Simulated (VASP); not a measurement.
Input of a VASP 6.6.1 run:

The input INCAR:

```
SYSTEM = MgS
ALGO = Fast ; EDIFF = 1E-8
ENCUT = 520 ; GGA = PE
ISIF = 2 ; ISMEAR = 0
LASPH = .TRUE. ; LCHARG = .FALSE.
LEPSILON = .TRUE. ; LREAL = .FALSE.
LWAVE = .FALSE. ; NELM = 100
PREC = Accurate ; SIGMA = 0.02
```

Contents of KPOINTS:

```
k-points
0
G
  8 8 8
  0 0 0
```

File POSCAR:

```
MgS
1.0
    0.0000000000      2.6016500000      2.6016500000
    2.6016500000      0.0000000000      2.6016500000
    2.6016500000      2.6016500000      0.0000000000
S Mg
1 1
Direct
    0.5000000000      0.5000000000      0.5000000000
    0.0000000000      0.0000000000      0.0000000000
```

Potentials or basis: VASP PAW PBE potentials, release 64 (S, Mg).

Launch:

```bash
$ cat potpaw_PBE.64/S/POTCAR potpaw_PBE.64/Mg/POTCAR > POTCAR
$ mpirun -np 1 vasp_std > vasp.out
```

Predict the electronic dielectric tensor (diagonal).

5.41.

What does it give for the Born charges (mean of the diagonal)?

S -2.33; Mg +2.33 e.

Estimate the band gap on the k mesh.

2.78 eV, indirect (least direct gap 3.71 eV).

Electronic dielectric tensor:
```
5.41 0.00 0.00
0.00 5.41 0.00
0.00 0.00 5.41
```

A k mesh can miss the band edges.
